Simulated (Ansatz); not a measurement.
Cold compression of K$_{2}$S

```xyz
3
Lattice="0.0000 3.6955 3.6955 3.6955 0.0000 3.6955 3.6955 3.6955 0.0000" Properties=species:S:1:pos:R:3 pbc="T T T"
K     1.8478    1.8478    1.8478
K     5.5433    5.5433    5.5433
S     0.0000    0.0000    0.0000
```

The base volume is that of a database entry, so it needn't be at zero pressure; the structure needn't be the stable phase, at rest or compressed.

Its volume is scaled at fixed shape and fractional positions.

All numbers are PBEsol results (scalar-relativistic) from Ansatz 0.2.0, with a Γ-centred 7×7×7 k mesh, Fermi–Dirac smearing of 0.03 eV, no spin polarisation. Methods: LAPW: all electrons, basis error target 1 meV/atom; PAW: frozen-core files, cutoff 420 eV; crystal datasets: all electrons, by PAW datasets that the program makes for each cell.

Energies are extrapolated to zero smearing and count from the unscaled cell; pressure is positive in compression; gaps take the mesh and a band path. No temperature or zero-point motion is included.

The PAW files were made under PBE. The structure type is held throughout; the real material can change phase at far lower pressure.

```tsv
V/V0	V (Å³/atom)	P LAPW (GPa)	ΔE LAPW (eV/atom)	P PAW − LAPW (GPa)	ΔE PAW − LAPW (meV/atom)	gap (eV)
1.00	33.65	?	0.000	0.00	0.0	2.29
0.70	23.55	13.96	0.301	0.00	0.2	3.15
0.65	21.87	19.99	0.478	0.00	0.2	3.11
0.40	13.46	114.2	3.296	-0.06	-0.4	1.90
```

Q: Give the missing entry: row "1.00", column "P LAPW (GPa)".

A: -0.42.

Q: From the table, what is the rise of the enthalpy H = E + pV up to the last row, and how stiff is the crystal between the last two rows?

A: ΔH = 3.296 eV + (114.2 GPa × 13.46 Å³ + 0.42 GPa × 33.65 Å³) × 0.006242 eV/(GPa·Å³) = 12.97 eV/atom, of which pV makes 75 %. The mean bulk modulus there is −ΔP/Δln V = 194 GPa.

Q: At the smallest volume, how far do crystal datasets lie from LAPW in pressure?

A: crystal datasets: 0.00 GPa, on a LAPW pressure of 114.2 GPa.
